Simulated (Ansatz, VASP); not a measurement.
**Two plane-wave programs on SnTe**

Contents of POSCAR:

```
SnTe
1.0
   -0.0489562160      3.1893300331      3.1893300331
    3.1893300331     -0.0489562160      3.1893300331
    3.1403738171      3.1403738171      0.0000000000
Sn Te
1 1
Direct
    0.0000000000      0.0000000000      0.0000000000
    0.5000000000      0.5000000000      0.5000000000
```

The input INCAR.step1:

```
ALGO     = Normal         # electronic algorithm
EDIFF    = 1E-4           # SCF threshold, eV
ENCUT    = 520            # plane-wave cutoff, eV
GGA      = PE             # functional
ISMEAR   = -1             # smearing method
LASPH    = True           # aspherical terms in the spheres
LCHARG   = False          # write CHGCAR
LREAL    = False          # projectors in reciprocal space
LWAVE    = True           # write WAVECAR
NBANDS   = 17             # bands
NELM     = 100            # most SCF steps
PREC     = Accurate       # precision mode
SIGMA    = 0.02           # smearing width, eV
```

INCAR.step2

```
ALGO     = Normal         # electronic algorithm
EDIFF    = 1E-7           # SCF threshold, eV
ENCUT    = 520            # plane-wave cutoff, eV
ISIF     = 2              # what is computed and relaxed
ISMEAR   = -1             # smearing method
ISTART   = 1            
LASPH    = True           # aspherical terms in the spheres
LCHARG   = True           # write CHGCAR
LELF     = True           # ELF
LMIXTAU  = True         
LREAL    = False          # projectors in reciprocal space
LVHAR    = True         
LWAVE    = False          # write WAVECAR
METAGGA  = R2SCAN         # meta-GGA
NBANDS   = 17             # bands
NELM     = 100            # most SCF steps
PREC     = Accurate       # precision mode
SIGMA    = 0.02           # smearing width, eV
```

KPOINTS

```
k-points
0
Gamma
  8 8 8
```

Input for Ansatz:

```yaml
crystal:
  lattice:
    - [-0.048956216, 3.1893300331, 3.1893300331]
    - [3.1893300331, -0.048956216, 3.1893300331]
    - [3.1403738171, 3.1403738171, 0.0]
  atoms:
    - { symbol: Sn, position: [0.0, 0.0, 0.0] }
    - { symbol: Te, position: [0.5, 0.5, 0.5] }
kpoints:
  mp_grid: { grid: [8, 8, 8] }
  band_path:
    path:
      - [0.0, 0.0, 0.0]
      - [0.5, 0.0, 0.5]
      - [0.625, 0.25, 0.625]
      - [0.375, 0.375, 0.75]
      - [0.5, 0.5, 0.5]
      - [0.5, 0.25, 0.75]
    npoints: 1
hamiltonian:
  xc: r2scan
scf:
  occupations: { method: fermi_dirac, width: 0.02 }
  n_extra_bands: 4
output:
  forces: true
  stress: true
  eigenvalues: true
```

Change from the starting cell: shear_xy strain -3.1%.

Alike in both runs: task single point; functional r2SCAN; k mesh 8 × 8 × 8; occupations fermi-dirac, width 0.02 eV; no spin polarisation.

```csv
,VASP,Ansatz
version,VASP 6.6.1,Ansatz 0.2.0
potentials or method,"VASP PAW PBE potentials, release 64 (Sn_d, Te)","plane waves, PAW"
plane-wave cutoff (eV),520,500
valence electrons in the cell,20,30
```

|  | VASP | Ansatz | Ansatz less VASP |
| --- | --- | --- | --- |
| pressure (GPa) | -0.1 | -0.1 | +0.01 |
| largest component of the traceless stress (GPa) | 0.45 | 0.45 | +0.001 |

With one functional, cell and mesh, what is left measures potentials, basis and numerics. The two sets of potentials don't hold the same shells in valence.

Caveats: the PAW data sets were made with another functional, which shifts forces and pressure a little (VASP). The runs have no spin-orbit coupling, so splittings on Te are missing.
